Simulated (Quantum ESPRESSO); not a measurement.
A run of Quantum ESPRESSO 7.5 is set up as follows.

The input pw.in:

```
&CONTROL
  calculation = 'scf'
  prefix = 'pwscf'
  outdir = './tmp'
  pseudo_dir = './pseudo'
  tprnfor = .true.
  tstress = .true.
  disk_io = 'low'
/
&SYSTEM
  ibrav = 0
  celldm(1) = 8
  nat = 6
  ntyp = 2
  ecutwfc = 70
  nbnd = 28
  input_dft = 'r2scan'
  occupations = 'smearing'
  smearing = 'fd'
  degauss = 0.00367493
  nosym = .true.
/
&ELECTRONS
  conv_thr = 1d-08
  electron_maxstep = 120
  mixing_beta = 0.5
/
ATOMIC_SPECIES
Ti    47.8670 Ti_ONCV_PBE-1.2.upf
Si    28.0850 Si_ONCV_PBE-1.2.upf
CELL_PARAMETERS alat
  0.4169456348063  -1.5966488625488   0.0000000000000
  0.4169456348063   1.5966488625488   0.0000000000000
  0.0000000000000   0.0000000000000   0.8421502987431
ATOMIC_POSITIONS crystal
Ti     0.1031180800    0.8968819200    0.2500000000
Ti     0.8968819200    0.1031180800    0.7500000000
Si     0.7503148200    0.2496851800    0.2500000000
Si     0.2496851800    0.7503148200    0.7500000000
Si     0.4417485500    0.5582514500    0.2500000000
Si     0.5582514500    0.4417485500    0.7500000000
K_POINTS automatic
6 6 6 0 0 0
```

Contents of bands.in:

```
&CONTROL
  calculation = 'bands'
  prefix = 'pwscf'
  outdir = './tmp'
  pseudo_dir = './pseudo'
  disk_io = 'low'
  verbosity = 'high'
/
&SYSTEM
  ibrav = 0
  celldm(1) = 8
  nat = 6
  ntyp = 2
  ecutwfc = 70
  nbnd = 28
  input_dft = 'r2scan'
  occupations = 'smearing'
  smearing = 'fd'
  degauss = 0.00367493
  nosym = .true.
/
&ELECTRONS
  conv_thr = 1d-08
  electron_maxstep = 120
  mixing_beta = 0.5
  diago_full_acc = .true.
  startingwfc = 'random'
/
ATOMIC_SPECIES
Ti    47.8670 Ti_ONCV_PBE-1.2.upf
Si    28.0850 Si_ONCV_PBE-1.2.upf
CELL_PARAMETERS alat
  0.4169456348063  -1.5966488625488   0.0000000000000
  0.4169456348063   1.5966488625488   0.0000000000000
  0.0000000000000   0.0000000000000   0.8421502987431
ATOMIC_POSITIONS crystal
Ti     0.1031180800    0.8968819200    0.2500000000
Ti     0.8968819200    0.1031180800    0.7500000000
Si     0.7503148200    0.2496851800    0.2500000000
Si     0.2496851800    0.7503148200    0.7500000000
Si     0.4417485500    0.5582514500    0.2500000000
Si     0.5582514500    0.4417485500    0.7500000000
K_POINTS crystal
60
 0.0000000000  0.0000000000  0.0000000000 1
 0.0445080432  0.0445080432  0.0000000000 1
 0.0890160864  0.0890160864  0.0000000000 1
 0.1335241296  0.1335241296  0.0000000000 1
 0.1780321728  0.1780321728  0.0000000000 1
 0.2225402160  0.2225402160  0.0000000000 1
 0.2670482592  0.2670482592  0.0000000000 1
 0.0000000000  0.5000000000  0.0000000000 1
 0.0000000000  0.5000000000  0.1000000000 1
 0.0000000000  0.5000000000  0.2000000000 1
 0.0000000000  0.5000000000  0.3000000000 1
 0.0000000000  0.5000000000  0.4000000000 1
 0.0000000000  0.5000000000  0.5000000000 1
 0.2670482592  0.2670482592  0.5000000000 1
 0.2225402160  0.2225402160  0.5000000000 1
 0.1780321728  0.1780321728  0.5000000000 1
 0.1335241296  0.1335241296  0.5000000000 1
 0.0890160864  0.0890160864  0.5000000000 1
 0.0445080432  0.0445080432  0.5000000000 1
 0.0000000000  0.0000000000  0.5000000000 1
 0.0000000000  0.0000000000  0.4166666667 1
 0.0000000000  0.0000000000  0.3333333333 1
 0.0000000000  0.0000000000  0.2500000000 1
 0.0000000000  0.0000000000  0.1666666667 1
 0.0000000000  0.0000000000  0.0833333333 1
 0.0000000000  0.0000000000  0.0000000000 1
-0.1666666667  0.1666666667  0.0000000000 1
-0.3333333333  0.3333333333  0.0000000000 1
-0.5000000000  0.5000000000  0.0000000000 1
-0.4611747099  0.5388252901  0.0000000000 1
-0.4223494197  0.5776505803  0.0000000000 1
-0.3835241296  0.6164758704  0.0000000000 1
-0.3446988395  0.6553011605  0.0000000000 1
-0.3058735493  0.6941264507  0.0000000000 1
-0.2670482592  0.7329517408  0.0000000000 1
-0.2670482592  0.7329517408  0.0833333333 1
-0.2670482592  0.7329517408  0.1666666667 1
-0.2670482592  0.7329517408  0.2500000000 1
-0.2670482592  0.7329517408  0.3333333333 1
-0.2670482592  0.7329517408  0.4166666667 1
-0.2670482592  0.7329517408  0.5000000000 1
-0.3003270793  0.6996729207  0.5000000000 1
-0.3336058994  0.6663941006  0.5000000000 1
-0.3668847195  0.6331152805  0.5000000000 1
-0.4001635397  0.5998364603  0.5000000000 1
-0.4334423598  0.5665576402  0.5000000000 1
-0.4667211799  0.5332788201  0.5000000000 1
-0.5000000000  0.5000000000  0.5000000000 1
-0.5000000000  0.5000000000  0.4375000000 1
-0.5000000000  0.5000000000  0.3750000000 1
-0.5000000000  0.5000000000  0.3125000000 1
-0.5000000000  0.5000000000  0.2500000000 1
-0.5000000000  0.5000000000  0.1875000000 1
-0.5000000000  0.5000000000  0.1250000000 1
-0.5000000000  0.5000000000  0.0625000000 1
-0.5000000000  0.5000000000  0.0000000000 1
 0.0000000000  0.0000000000  0.5000000000 1
-0.1666666667  0.1666666667  0.5000000000 1
-0.3333333333  0.3333333333  0.5000000000 1
-0.5000000000  0.5000000000  0.5000000000 1
```

Potentials or basis: SG15 PBE 1.2.

The run is started by

```console
$ OMP_NUM_THREADS=1 mpirun -n 2 pw.x -nk 2 -in pw.in > pw.out
$ OMP_NUM_THREADS=1 mpirun -n 2 pw.x -nk 2 -in bands.in > bands.out
```

(1) What does it give for the largest force?

(2) Predict the band gap on the k mesh.

(3) Estimate the pressure.

## Answers

(1) 0.161 eV/Å.

(2) none (metal or under the smearing width).

(3) 0.9 GPa.

Caveat: the k mesh is coarse; the potentials were made for another functional, which shifts forces and pressure; some levels on the path didn't converge.
